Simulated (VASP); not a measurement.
**BaZrO3 in VASP 6.6.1, single-point calculation**

INCAR

```
SIGMA = 0.02
GGA = PE
LASPH = .TRUE.
EDIFF = 1E-7
LWAVE = .FALSE.
ENCUT = 520
PREC = Low
LREAL = .FALSE.
ISMEAR = -1
LCHARG = .FALSE.
NELM = 63
IBRION = -1
NSW = 0
NBANDS = 28
ISIF = 2
```

KPOINTS

```
KPOINTS created by Atomic Simulation Environment
0
Gamma
6 6 6
0 0 0
```

POSCAR

```
Ba Zr O
 1.0000000000000000
     4.2053551814048991   -0.0000000000000000    0.0000000000000000
     0.0000000000000000    4.2053551814048991    0.0000000000000000
     0.0000000000000000    0.0000000000000000    4.2053551814048991
 Ba  Zr  O
   1   1   3
Cartesian
 -0.0000000000000000 -0.0000000000000000  0.0000000000000000
  2.1026775907024495  2.1026775907024495  2.1026775907024495
  2.1026775907024495  2.1026775907024495  0.0000000000000000
  2.1026775907024495 -0.0000000000000000  2.1026775907024495
  0.0000000000000000  2.1026775907024495  2.1026775907024495
```

The recommended PBE PAW datasets give the neutral cell 40 valence electrons.

Command

```
mpirun -np 1 vasp_std
```

OSZICAR

```
N       E                     dE             d eps       ncg     rms          rms(c)
DAV:   1     0.312936038217E+03    0.31294E+03   -0.21904E+04  1120   0.140E+03
DAV:   2    -0.283599923818E+02   -0.34130E+03   -0.33057E+03  1408   0.352E+02
DAV:   3    -0.487239966135E+02   -0.20364E+02   -0.20288E+02  1736   0.810E+01
DAV:   4    -0.492910098325E+02   -0.56701E+00   -0.56637E+00  1540   0.108E+01
DAV:   5    -0.493036677776E+02   -0.12658E-01   -0.12657E-01  1588   0.123E+00    0.283E+01
DAV:   6    -0.418073983010E+02    0.74963E+01   -0.38237E+01  1316   0.382E+01    0.125E+01
DAV:   7    -0.417212543395E+02    0.86144E-01   -0.27680E+00  1548   0.911E+00    0.762E+00
DAV:   8    -0.417103606171E+02    0.10894E-01   -0.36310E-01  1308   0.432E+00    0.726E-01
DAV:   9    -0.417058131664E+02    0.45475E-02   -0.65518E-02  1532   0.140E+00    0.530E-01
DAV:  10    -0.417075270438E+02   -0.17139E-02   -0.17045E-02  1544   0.105E+00    0.264E-01
DAV:  11    -0.417070820137E+02    0.44503E-03   -0.21692E-03  1400   0.373E-01    0.396E-02
DAV:  12    -0.417071432314E+02   -0.61218E-04   -0.18620E-04  1292   0.924E-02    0.435E-02
DAV:  13    -0.417071407904E+02    0.24410E-05   -0.31455E-05  1652   0.374E-02    0.576E-03
DAV:  14    -0.417071410746E+02   -0.28418E-06   -0.41103E-06  1324   0.149E-02    0.398E-03
DAV:  15    -0.417071410558E+02    0.18736E-07   -0.30422E-07  1208   0.361E-03
   1 F= -.41707141E+02 E0= -.41707141E+02  d E =-.142461E-11
```

From OUTCAR

```
k-points           NKPTS =     20   k-points in BZ     NKDIM =     20   number of bands    NBANDS=     28

   NELECT =      40.0000    total number of electrons

   dimension x,y,z NGX =    24 NGY =   24 NGZ =   24
   dimension x,y,z NGXF=    28 NGYF=   28 NGZF=   28

  energy-cutoff  :      520.00
  volume of cell :       74.37
      direct lattice vectors                 reciprocal lattice vectors
     4.205355181  0.000000000  0.000000000     0.237792043  0.000000000  0.000000000
     0.000000000  4.205355181  0.000000000     0.000000000  0.237792043  0.000000000
     0.000000000  0.000000000  4.205355181     0.000000000  0.000000000  0.237792043

 k-points in reciprocal lattice and weights: KPOINTS created by Atomic Simulation Env
   0.00000000  0.00000000  0.00000000       0.005
   0.16666667  0.00000000  0.00000000       0.028
   0.33333333  0.00000000  0.00000000       0.028
   0.50000000  0.00000000  0.00000000       0.014
   0.16666667  0.16666667  0.00000000       0.056
   0.33333333  0.16666667  0.00000000       0.111
   0.50000000  0.16666667  0.00000000       0.056
   0.33333333  0.33333333  0.00000000       0.056
   ...

 E-fermi :   4.1908

 k-point     1 :       0.0000    0.0000    0.0000
  band No.  band energies     occupation
      1     -43.3636      2.00000
      2     -21.6284      2.00000
      3     -21.5110      2.00000
      4     -21.5110      2.00000
      5     -21.5110      2.00000
      6     -12.6367      2.00000
      7     -12.3495      2.00000
      8     -12.3495      2.00000
      9      -6.7631      2.00000
     10      -6.7631      2.00000
     11      -6.7631      2.00000
     12       2.2532      2.00000
     13       2.2532      2.00000
     14       2.2532      2.00000
     15       2.7476      2.00000
     16       2.7476      2.00000
     17       2.7476      2.00000
     18       3.4825      2.00000
     19       3.4825      2.00000
     20       3.4825      2.00000
     21       6.8854      0.00000
     22       6.8854      0.00000
     23       6.8854      0.00000
     24       8.3600      0.00000
     25       8.3600      0.00000
     26       9.5415      0.00000
     27      11.0609      0.00000
     28      11.0609      0.00000

 k-point     2 :       0.1667    0.0000    0.0000
  band No.  band energies     occupation
      1     -43.3628      2.00000
      2     -21.7078      2.00000
      3     -21.5093      2.00000
      4     -21.5093      2.00000
      5     -21.4779      2.00000
      6     -12.6403      2.00000
      7     -12.3438      2.00000
      8     -12.1726      2.00000
      9      -6.7465      2.00000
     10      -6.7465      2.00000
     11      -6.7148      2.00000
     12       1.8098      2.00000
     13       2.1657      2.00000
     14       2.1657      2.00000
     15       2.5031      2.00000
     16       2.5031      2.00000
     17       2.5528      2.00000
     18       2.8454      2.00000
     19       3.3959      2.00000
     20       3.3959      2.00000
     21       6.9804      0.00000
     22       7.4832      0.00000
     23       7.4832      0.00000
     24       8.7849      0.00000
     25       8.8039      0.00000
     26      10.1173      0.00000
     27      11.0618      0.00000
     28      11.8490      0.00000

 ...

  Total        1.6004254      1.6004254      1.6004254      0.0000000      0.0000000      0.0000000
  in kB       34.4776758     34.4776758     34.4776758      0.0000000      0.0000000      0.0000000
  external PRESSURE =      34.4776758 kB  Pullay stress =       0.0000000 kB

 POSITION                                       TOTAL-FORCE (eV/Angst)
 -----------------------------------------------------------------------------------
      0.00000      0.00000      0.00000         0.000000      0.000000      0.000000
      2.10268      2.10268      2.10268         0.000000      0.000000      0.000000
      2.10268      2.10268      0.00000         0.000000      0.000000      0.000000
      2.10268      0.00000      2.10268         0.000000      0.000000      0.000000
      0.00000      2.10268      2.10268         0.000000      0.000000      0.000000
 -----------------------------------------------------------------------------------
    total drift:                                0.000000      0.000000     -0.000000

  FREE ENERGIE OF THE ION-ELECTRON SYSTEM (eV)
  ---------------------------------------------------
  free  energy   TOTEN  =       -41.7071410558 eV

  energy  without entropy=      -41.7071410558  energy(sigma->0) =      -41.70714106
```

It converged. Results: gap between bands v and c on the k mesh 3.17 eV; least direct gap on the k mesh 3.40 eV; pressure 3.4 GPa. Band v is the last that the valence electrons fill when counted band by band, and c is the next.

For comparison, a separate PBE run of the intended cell, on usual settings and not on those above, gives a gap of 3.17 eV on its mesh and a pressure of 3.4 GPa.

The run above took about 21 s on one core of a shared host (Intel Xeon Platinum 8488C) and held 0.15 GiB at most.
